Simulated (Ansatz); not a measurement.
Crystal: Co.

```
CELL_PARAMETERS angstrom
2.47056 0.00000 0.00000
-1.23528 2.13957 0.00000
0.00000 0.00000 8.08823
ATOMIC_POSITIONS crystal
Co 0.66667 0.33333 0.75000
Co 0.00000 0.00000 0.50000
Co 0.33333 0.66667 0.25000
Co 0.00000 0.00000 0.00000
```

- Program: Ansatz 0.2.0
- Task: relaxation of cell and atoms
- Functional: RPBE
- Dispersion: D3(BJ)
- Potentials or basis: Ansatz PAW
- Cutoff: 420 eV (not typed: the program's choice for these potentials)
- k mesh: 12 × 12 × 4
- Occupations: fermi-dirac, width 0.05 eV
- Spin: collinear spin, ferromagnetic start
- Starting moments: [2.0, 2.0, 2.0, 2.0] μB

At the start: volume 10.69 Å³/atom.

Q: Where does the relaxation end?

A: It ends after 8 steps and the volume is 9.76 Å³/atom (-8.7 %); space group P6_3/mmc (No. 194, to 0.05 Å); moment 6.21 μB per cell.

The path:
```
step  energy change (eV)  largest force (eV/Å)  volume (Å³)
   1              0.0000                0.0000        42.75
   2             -0.2017                0.0000        40.73
   3             -0.2608                0.0000        38.80
   4             -0.2620                0.0000        39.06
   5             -0.2621                0.0000        39.04
   6             -0.2575                0.0000        39.04
   7             -0.2575                0.0000        39.04
   8             -0.2575                0.0000        39.04
```

Final structure:
```yaml
crystal:
  lattice:
    - [2.40457, 0.00000, 0.00000]
    - [-1.20228, 2.08241, 0.00000]
    - [0.00000, 0.00000, 7.79728]
  atoms:
    - { symbol: Co, position: [0.66667, 0.33333, 0.75000] }
    - { symbol: Co, position: [0.00000, 0.00000, 0.50000] }
    - { symbol: Co, position: [0.33333, 0.66667, 0.25000] }
    - { symbol: Co, position: [0.00000, 0.00000, 0.00000] }
```

Caveat: the plane-wave basis is chosen anew once the cell has moved, so the energies of steps on either side of that aren't comparable; pairwise dispersion overbinds metals, which lowers pressure and volume; the PAW data sets come from PBE, with cores solved anew for the run's functional, which leaves a small shift of forces and pressure.
